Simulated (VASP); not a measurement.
**GaAs (F-43m): a series in biaxial strain in the (110) plane**

Strain engineering needs slopes: what does biaxial strain in the (110) plane do to the lattice and the band edges of GaAs?

Method: LDA; plane waves and PAW (Ga_d, As), in the first sound run; inputs show where later runs differ, in VASP 6.6.1.

### Step 1. The starting structure

Symmetry: F-43m, No. 216, cubic system. The conventional cell has a = 5.653 Å, b = 5.653 Å, c = 5.653 Å, α = 90.00°, β = 90.00°, γ = 90.00°. Nearest to Ga lie 4 As at 2.45 Å. Nearest to As lie 4 Ga at 2.45 Å. Farther neighbours are not listed.

Structure file:

```xyz
2
Lattice="0.0000 2.8265 2.8265 2.8265 0.0000 2.8265 2.8265 2.8265 0.0000" Properties=species:S:1:pos:R:3 pbc="T T T"
Ga    0.0000    0.0000    0.0000
As    1.4132    1.4132    1.4132
```

### Step 2. Relax the crystal, LDA

The series starts from the cell that this level prefers, so that zero strain is near zero stress.

This step took 2 runs in a row; the last is shown.

Level: LDA; plane waves and PAW (Ga_d, As).

INCAR

```
SYSTEM = GaAs
PREC = Accurate
ENCUT = 450
EDIFF = 1E-07
NELM = 120
ISMEAR = 0
SIGMA = 0.02
LREAL = .FALSE.
ALGO = Normal
GGA = CA
NBANDS = 15
LASPH = .TRUE.
LORBIT = 11
LWAVE = .FALSE.
LCHARG = .FALSE.
KPAR = 16
IBRION = 2
NSW = 40
ISIF = 3
EDIFFG = -0.005
POTIM = 0.4
```

POSCAR

```
GaAs
1.0
    0.0000000000      2.8045101865      2.8045101865
    2.8045101865      0.0000000000      2.8045101865
    2.8045101865      2.8045101865      0.0000000000
Ga As
1 1
Direct
    0.0000000000      0.0000000000      0.0000000000
    0.2500000000      0.2500000000      0.2500000000
```

KPOINTS

```
Automatic mesh
0
Gamma
9 9 9
0 0 0
```

PAW data sets: Ga_d and As (LDA family, release 64).

Command:

```bash
$ mpirun -np 16 vasp_std
```

The log of the run:

```text
[banner, memory and clock lines left out]
running   16 mpi-ranks, on    1 nodes
[...]
|                                                                             |
|           W    W    AA    RRRRR   N    N  II  N    N   GGGG   !!!           |
|           W    W   A  A   R    R  NN   N  II  NN   N  G    G  !!!           |
|           W    W  A    A  R    R  N N  N  II  N N  N  G       !!!           |
|           W WW W  AAAAAA  RRRRR   N  N N  II  N  N N  G  GGG   !            |
|           WW  WW  A    A  R   R   N   NN  II  N   NN  G    G                |
|           W    W  A    A  R    R  N    N  II  N    N   GGGG   !!!           |
|                                                                             |
|     For optimal performance we recommend to set                             |
|       NCORE = 2 up to number-of-cores-per-socket                            |
|     NCORE specifies how many cores store one orbital (NPAR=cpu/NCORE).      |
|     This setting can greatly improve the performance of VASP for DFT.       |
[...]
|     Unfortunately you need to use the default for GW and RPA                |
|     calculations (for HF NCORE is supported but not extensively tested      |
|     yet).                                                                   |
|                                                                             |

 LDA part: xc-table for (Slater(with rela. corr.)+CA(PZ))
 , standard interpolation
 POSCAR, INCAR and KPOINTS ok, starting setup
[...]
entering main loop
       N       E                     dE             d eps       ncg     rms          rms(c)
DAV:   1     0.761070789534E+02    0.76107E+02   -0.84383E+03  1082   0.154E+03
DAV:   2    -0.376930612883E+01   -0.79876E+02   -0.76840E+02  1190   0.295E+02
DAV:   3    -0.977836301901E+01   -0.60091E+01   -0.59869E+01  1260   0.662E+01
DAV:   4    -0.987247987617E+01   -0.94117E-01   -0.94097E-01  1279   0.920E+00
[...]
DAV:  11    -0.963942157996E+01   -0.48186E-05   -0.65579E-06  1218   0.396E-02    0.241E-03
DAV:  12    -0.963942147190E+01    0.10805E-06   -0.45001E-07  1295   0.954E-03    0.191E-03
DAV:  13    -0.963942147271E+01   -0.80672E-09   -0.67322E-08   875   0.215E-03
   1 F= -.96394215E+01 E0= -.96394215E+01  d E =-.963942E+01
[...]
reached required accuracy - stopping structural energy minimisation
```

It took 3 s on 16 MPI ranks of Intel Xeon 6975P-C (Granite Rapids), shared host; peak memory 2.4 GiB; 26 s of CPU time.

The logs omit lines about the potential files and the build; timing stands in the text.

From OUTCAR (step 2):

```text
  Total       -0.0019191     -0.0019191     -0.0019191      0.0000000      0.0000000      0.0000000
  in kB       -0.0696953     -0.0696953     -0.0696953      0.0000000      0.0000000      0.0000000
  external PRESSURE =      -0.0696953 kB  Pullay stress =       0.0000000 kB

 POSITION                                       TOTAL-FORCE (eV/Angst)
 -----------------------------------------------------------------------------------
      0.00000      0.00000      0.00000        -0.000000     -0.000000     -0.000000
      1.40226      1.40226      1.40226         0.000000      0.000000      0.000000
 -----------------------------------------------------------------------------------
    total drift:                                0.000001      0.000001      0.000001

  FREE ENERGIE OF THE ION-ELECTRON SYSTEM (eV)
  ---------------------------------------------------
  free  energy   TOTEN  =        -9.6394214727 eV

  energy  without entropy=       -9.6394214727  energy(sigma->0) =       -9.63942147

 reached required accuracy - stopping structural energy minimisation

[... 3 further parts left out ...]
[key lines of the parts left out:]
E-fermi :   4.1426
```

Read from the output:

```
energy(sigma→0) of the program : -9.6394 eV
stress, compression positive   : -0.01 along [110], -0.01 across it (mean), GPa
volume                         : 44.117 Å³
ionic steps                    : 1
```

### Step 3. Strain along the normal, LDA

One member in full: the plane is strained by -2 %, and the strain along the normal is moved by secant steps until the normal stress is under 0.012 GPa or five steps are spent; the atoms relax at each step.

This step took 3 runs, each at a new trial strain with the atoms of the one before; the last is shown.

Level: LDA; plane waves and PAW (Ga_d, As); cell typed or built by script.

Edit INCAR of step 2 so:

```diff
@@ -15,7 +15,7 @@
 LCHARG = .FALSE.
-KPAR = 16
-IBRION = 2
-NSW = 40
-ISIF = 3
-EDIFFG = -0.005
-POTIM = 0.4
+KPAR = 4
+IBRION = 1
+NSW = 25
+ISIF = 2
+EDIFFG = -0.004
+POTIM = 0.3
```

POSCAR

```
GaAs
1.0
    0.0452286910      2.7936486730      2.7484199830
    2.7936486730      0.0452286910      2.7484199830
    2.8388773640      2.8388773640      0.0000000000
Ga As
1 1
Direct
    0.0025038721      0.0025038721      0.9974961279
    0.2474961279      0.2474961279      0.2525038721
```

KPOINTS is that of step 2.

Command:

```bash
$ mpirun -np 4 vasp_std
```

The log of the run:

```text
[banner, memory and clock lines left out]
running    4 mpi-ranks, on    1 nodes
[...]
LDA part: xc-table for (Slater(with rela. corr.)+CA(PZ))
 , standard interpolation
 POSCAR, INCAR and KPOINTS ok, starting setup
[...]
entering main loop
       N       E                     dE             d eps       ncg     rms          rms(c)
DAV:   1     0.782424262323E+02    0.78242E+02   -0.84705E+03  3853   0.156E+03
DAV:   2    -0.366725143884E+01   -0.81910E+02   -0.78092E+02  4212   0.302E+02
DAV:   3    -0.977425757289E+01   -0.61070E+01   -0.60854E+01  4667   0.671E+01
DAV:   4    -0.986526015628E+01   -0.91003E-01   -0.90984E-01  4363   0.914E+00
[...]
DAV:  11    -0.962062652210E+01   -0.45909E-05   -0.70615E-06  4515   0.407E-02    0.286E-03
DAV:  12    -0.962062640040E+01    0.12170E-06   -0.57125E-07  4557   0.108E-02    0.211E-03
DAV:  13    -0.962062640104E+01   -0.64347E-09   -0.69796E-08  3100   0.250E-03
   1 F= -.96206264E+01 E0= -.96206264E+01  d E =-.962063E+01
 BRION: g(F)=  0.236E-06 g(S)=  0.000E+00
 reached required accuracy - stopping structural energy minimisation
```

Elapsed: 12 s, on 4 MPI ranks; peak memory 0.72 GiB; 30 s of CPU time.

From OUTCAR (step 3):

```text
  Total        0.5163168      0.5163168      0.7678295     -0.5164712      0.0000000      0.0000000
  in kB       19.2878572     19.2878572     28.6835266    -19.2936247      0.0000000      0.0000000
  external PRESSURE =      22.4197470 kB  Pullay stress =       0.0000000 kB

 POSITION                                       TOTAL-FORCE (eV/Angst)
 -----------------------------------------------------------------------------------
      2.83888      2.83888      0.01376        -0.000000     -0.000000      0.002020
      1.41944      1.41944      1.36045         0.000000      0.000000     -0.002020
 -----------------------------------------------------------------------------------
    total drift:                                0.000001      0.000001      0.000340

  FREE ENERGIE OF THE ION-ELECTRON SYSTEM (eV)
  ---------------------------------------------------
  free  energy   TOTEN  =        -9.6206264010 eV

  energy  without entropy=       -9.6206264010  energy(sigma->0) =       -9.62062640

[... 1 part as in an earlier step ...]

[... 3 further parts left out ...]
[key lines of the parts left out:]
E-fermi :   4.5205
```

Numbers from this step:

| Item | Value |
| --- | --- |
| energy(sigma→0) of the program | -9.6206 eV |
| stress, compression positive | 0.00 along [110], 3.36 across it (mean), GPa |
| ionic steps | 1 |

### Step 4. Band edges, HSE06

Short lines in KPOINTS_OPT sample the zone centre along and across the normal of the plane, for masses, and the other valleys.

Level: HSE06; plane waves and PAW (Ga_d, As); cell typed or built by script.

INCAR

```
SYSTEM = GaAs
PREC = Accurate
ENCUT = 450
EDIFF = 1E-06
NELM = 100
ISMEAR = 0
SIGMA = 0.02
LREAL = .FALSE.
ALGO = Normal
LHFCALC = .TRUE.
AEXX = 0.25
GGA = PE
HFSCREEN = 0.2
LASPH = .TRUE.
NBANDS = 14
PRECFOCK = Fast
LWAVE = .FALSE.
LCHARG = .FALSE.
KPAR = 4
```

POSCAR is that of step 3.

KPOINTS

```
Automatic mesh
0
Gamma
5 5 5
0 0 0
```

KPOINTS_OPT

```
Line mode
6
Line-mode
Reciprocal
  0.00000000   0.00000000   0.00000000
  0.01597430   0.01597430   0.03194860

  0.00000000   0.00000000   0.00000000
 -0.01546530   0.01546530   0.00000000

  0.31000000   0.31000000   0.00000000
  0.50000000   0.50000000   0.00000000

  0.00000000   0.31000000   0.31000000
  0.00000000   0.50000000   0.50000000

  0.45000000   0.45000000   0.45000000
  0.50000000   0.50000000   0.50000000

  0.45000000   0.00000000   0.00000000
  0.50000000   0.00000000   0.00000000

  0.42500000   0.42500000   0.00000000
  0.42535992   0.44723115   0.02259107

  0.50000000   0.50000000   0.50000000
  0.48453470   0.51546530   0.50000000
```

Command:

```bash
$ mpirun -np 4 vasp_std
```

The log of the run:

```text
[banner, memory and clock lines left out]
running    4 mpi-ranks, on    1 nodes
[...]
|                                                                             |
|               ----> ADVICE to this user running VASP <----                  |
|                                                                             |
|     You enforced a specific xc type in the INCAR file but a different       |
|     [... a line on the potential file left out ...]
|     I HOPE YOU KNOW WHAT YOU ARE DOING!                                     |
|                                                                             |

 LDA part: xc-table for (Slater+PW92), standard interpolation
 found WAVECAR, reading the header
 POSCAR, INCAR and KPOINTS ok, starting setup
[...]
reading WAVECAR
 the WAVECAR file was read successfully
 initial charge from wavefunction
 entering main loop
       N       E                     dE             d eps       ncg     rms          rms(c)
DAV:   1    -0.981262001725E+01   -0.98126E+01   -0.13227E+00  1124   0.232E+01    0.250E+00
DAV:   2    -0.980485050518E+01    0.77695E-02   -0.78719E-02   986   0.475E+00    0.180E+00
DAV:   3    -0.980106219415E+01    0.37883E-02   -0.10479E-02  1038   0.190E+00    0.106E+00
DAV:   4    -0.980024595056E+01    0.81624E-03   -0.16137E-03   952   0.467E-01    0.586E-01
[...]
DAV:   8    -0.979993170095E+01    0.64411E-05   -0.29195E-06   924   0.145E-02    0.571E-02
DAV:   9    -0.979992950123E+01    0.21997E-05   -0.10624E-06   706   0.770E-03    0.312E-02
DAV:  10    -0.979992917456E+01    0.32668E-06   -0.49561E-07   516   0.546E-03
   1 F= -.97999292E+01 E0= -.97999292E+01  d E =-.143726E-21
 Start KPOINTS_OPT (optional k-point list driver)
k-point batch [1-27\48]
       N       E                     dE             ncg
DAV:   1    -0.726736998768E+03   -0.92839E+04      756
DAV:   2    -0.352377585866E+04   -0.27970E+04      798
DAV:   3    -0.376592302875E+04   -0.24215E+03      900
DAV:   4    -0.377439325670E+04   -0.84702E+01      926
DAV:   5    -0.377449335539E+04   -0.10010E+00      924
DAV:   6    -0.377449576448E+04   -0.24091E-02     1092
DAV:   7    -0.377449580786E+04   -0.43378E-04      794
DAV:   8    -0.377449580975E+04   -0.18858E-05      708
DAV:   9    -0.377449580991E+04   -0.16082E-06      636
k-point batch [28-48\48]
       N       E                     dE             ncg
DAV:   1     0.263039895515E+04   -0.11852E+05      596
DAV:   2     0.518867960040E+03   -0.21115E+04      636
DAV:   3     0.355125499341E+03   -0.16374E+03      720
DAV:   4     0.351347403656E+03   -0.37781E+01      810
DAV:   5     0.351297829973E+03   -0.49574E-01      816
DAV:   6     0.351296359463E+03   -0.14705E-02      904
DAV:   7     0.351296335570E+03   -0.23893E-04      612
DAV:   8     0.351296334620E+03   -0.94989E-06      576
```

It took 5.7 min on 4 MPI ranks; peak memory 1.1 GiB; 15 min of CPU time.

Parts of OUTCAR (step 4):

```text
  LATTYP: Found a body centered orthorhombic cell.
 ALAT       =     3.8868528136
 B/A-ratio  =     1.0329125034
 C/A-ratio  =     1.4142135629

 Subroutine GETGRP returns: Found  4 space group operations
 (whereof  4 operations were pure point group operations)

The static configuration has the point symmetry C_2v.

 Found     27 irreducible k-points:

   k-points           NKPTS =     27   k-points in BZ     NKDIM =    125   number of bands    NBANDS=     14

   dimension x,y,z NGX =    28 NGY =   28 NGZ =   28
   dimension x,y,z NGXF=    56 NGYF=   56 NGZF=   56

   ENCUT  =  450.0 eV  33.07 Ry    5.75 a.u.   6.78  6.78  6.94*2*pi/ulx,y,z

   NELECT =      18.0000    total number of electrons

  exchange ACFDT corr.  =         0.00000000  see jH, gK, PRB 81, 115126

 E-fermi :   4.4049

 k-point     1 :       0.0000    0.0000    0.0000
  band No.  band energies     occupation
    ...
      5     -13.3060      2.00000
      6     -10.2026      2.00000
      7       3.9937      2.00000
      8       4.2177      2.00000
      9       4.2768      2.00000
     10       6.0080      0.00000
     11       8.5875      0.00000
     12       8.7700      0.00000
     13       8.9634      0.00000
     14      12.9722      0.00000

 k-point     2 :       0.2000   -0.0000    0.0000
  band No.  band energies     occupation
    ...
      5     -13.3063      2.00000
      6      -9.6642      2.00000
      7       0.7558      2.00000
      8       3.4050      2.00000
      9       3.6473      2.00000
     10       6.6681      0.00000
     11       9.3932      0.00000
     12       9.6088      0.00000
     13      10.5872      0.00000
     14      13.9071      0.00000

 POSITION                                       TOTAL-FORCE (eV/Angst)
 -----------------------------------------------------------------------------------
      2.83888      2.83888      0.01376         0.000000      0.000000      0.004998
      1.41944      1.41944      1.36045         0.000000      0.000000     -0.004998
 -----------------------------------------------------------------------------------
    total drift:                                0.000004      0.000004      0.000046

  FREE ENERGIE OF THE ION-ELECTRON SYSTEM (eV)
  ---------------------------------------------------
  free  energy   TOTEN  =        -9.7999291746 eV

  energy  without entropy=       -9.7999291746  energy(sigma->0) =       -9.79992917

[... 1 part as in an earlier step ...]

[... 7 further parts left out ...]
```

This run gave:

```
energy(sigma→0) of the program : -9.7999 eV
```

### Step 5. The whole series

Hybrid runs start from orbitals of a short LDA run, not shown.

Runs beyond LDA use the data sets made with LDA; this shifts their levels slightly, and their total energies have another zero.

The other members went through these steps as far as the tables show, with the same cutoff and, step by step, the same mesh; 38 runs are not shown. The session took 3.6 core hours (wall time by ranks) on a shared machine.

```
in-plane strain (%)  strain along the normal (%)  mean of the two in-plane stresses, tension positive (GPa)  energy above the unstrained row (meV/atom)  gap on the mesh, LDA (eV)
             -2.000                        1.225                                                     -3.363                                       9.398                      0.593
             -1.500                        0.900                                                     -2.493                                       5.314                      0.581
             -1.000                        0.580                                                     -1.643                                       2.402                      0.564
             -0.500                        0.284                                                     -0.808                                       0.637                      0.540
                  0                        0.000                                                      0.007                                       0.000                      0.512
              0.500                       -0.274                                                      0.800                                       0.479                      0.416
              1.000                       -0.541                                                      1.573                                       2.035                      0.321
              1.500                       -0.783                                                      2.331                                       4.651                      0.225
              2.000                       -1.015                                                      3.064                                       8.313                      0.131
```

Slopes at zero strain, from cubics through all rows: strain ratio -0.561, stress over strain 161 GPa.

Band edges at HSE06, counted from the valence-band top at Γ, with one row partly withheld:

| in-plane strain (%) | gap (eV) | conduction band at Γ (eV) | Δ or X valley along z (eV) | Δ or X valley along x (eV) | lowest conduction level at L, [111] (eV) | lowest conduction level at L, [-111] (eV) | second valence level below the top (eV) | third valence level below the top (eV) |
| --- | --- | --- | --- | --- | --- | --- | --- | --- |
| -2.000 | 1.644 | 1.731 | 1.644 | 1.912 | 2.031 | 1.658 | 0.059 | 0.283 |
| -1.500 | 1.719 | 1.719 | 1.767 | 1.944 | 1.991 | 1.719 | 0.040 | 0.209 |
| -1.000 | 1.700 | 1.700 | 1.877 | 1.970 | 1.950 | 1.775 | 0.024 | 0.137 |
| -0.500 | 1.672 | 1.672 | 1.959 | 1.999 | 1.910 | 1.825 | 0.011 | 0.068 |
| 0 | 1.638 | 1.638 | 2.026 | 2.026 | 1.869 | 1.869 | 0.000 | 0.000 |
| 0.500 | ? | ? | 2.010 | 1.986 | 1.763 | 1.843 | 0.058 | 0.066 |
| 1.000 | 1.425 | 1.425 | 1.981 | 1.948 | 1.661 | 1.815 | 0.114 | 0.126 |
| 1.500 | 1.316 | 1.316 | 1.936 | 1.912 | 1.563 | 1.785 | 0.169 | 0.182 |
| 2.000 | 1.205 | 1.205 | 1.881 | 1.877 | 1.467 | 1.753 | 0.224 | 0.235 |

Conduction masses, in electron masses:

```csv
in-plane strain (%),"conduction mass at Γ, along the strain axis or the normal of the plane","conduction mass at Γ, across the strain axis or in the plane","L [111] mass, longitudinal","L [111] mass, transverse along [1-10]"
-2.000,0.071,0.092,1.675,0.114
-1.500,0.072,0.086,1.652,0.114
-1.000,0.072,0.081,1.628,0.113
-0.500,0.072,0.076,1.631,0.113
0,0.072,0.072,1.631,0.112
0.500,0.071,0.068,1.620,0.112
1.000,0.070,0.064,1.595,0.111
1.500,0.068,0.060,1.575,0.111
2.000,0.066,0.057,1.578,0.110
```

### Step 6. A fit to the known rows

The quantity to fit is the conduction level at Γ above the mean of the three top valence levels at HSE06: 1.845, 1.802, 1.754, 1.698, 1.638, 1.505, 1.433, 1.358 eV in the rows shown.

A least-squares parabola through the 8 rows shown, with e the strain in %: E = − 0.009172 e² − 0.1225 e + 1.638 (eV), r.m.s. residual 0.0014 eV.

For the withheld row, e = 0.5, the fit gives 1.5748 eV.

### Step 7. Checking the prediction

The calculation gives 1.5730 eV, so the prediction is 0.0018 eV too high, within twice the residual of the fit.

### Step 8. Outcome

```json
{
 "ratio of normal to in-plane strain": "-0.561",
 "biaxial modulus": "161 GPa",
 "gap of the unstrained cell, HSE06": "1.64 eV",
 "slope at zero strain of the conduction level at Γ above the mean of the three top valence levels, HSE06": "-123 meV per %",
 "error of the predicted row": "1.8 meV"
}
```

In words: As a check, the curvature of the energy gives 161 GPa for the same modulus (energy per volume = M × strain²), 0 % from the slope of the stress. At HSE06 the lowest conduction valley is in turn Δ or X, Γ from the first row to the last, and the gap runs between 1.21 and 1.72 eV. Hole masses are left out throughout, since the top bands are degenerate or cross in many series; of conduction masses, those of the Γ, L and (for Si and Ge under (001) strain) Δ valleys are kept where they change by under an eighth between rows. A measured gap of unstrained GaAs is 1.42 eV (arxiv:0805.2212, direct gap E0 at Gamma from PR, 300 K); the static gaps here belong to the lattice relaxed at LDA. HSE06 ran on a coarser mesh than the semilocal levels. Spin-orbit coupling is left out at HSE06, so the valence splittings there lack it. Δ or X levels are the lowest on their line, refined by a parabola unless they lie at X; the gap is read from all points sampled and can differ from the lowest valley by some meV, or by tens of meV where strain moves the valence top off Γ. Temperature, zero-point motion and excitons are left out.

[Lines on the potential files, build, host, timing and source positions are cut from VASP's logs without a mark.]

[Logs are printed without paths, hosts, clocks, repeated set-up lines and the standing remarks that a program may print on its own settings, such as how far it seeks lower states.]

[Hosts, paths, dates, database ids (printed as entryN), source tags and the programs' standing remarks are cut or masked in the printed files.]

[In band tables of VASP the shares of atoms and orbitals are scaled to a sum of 1 inside the atoms' spheres.]
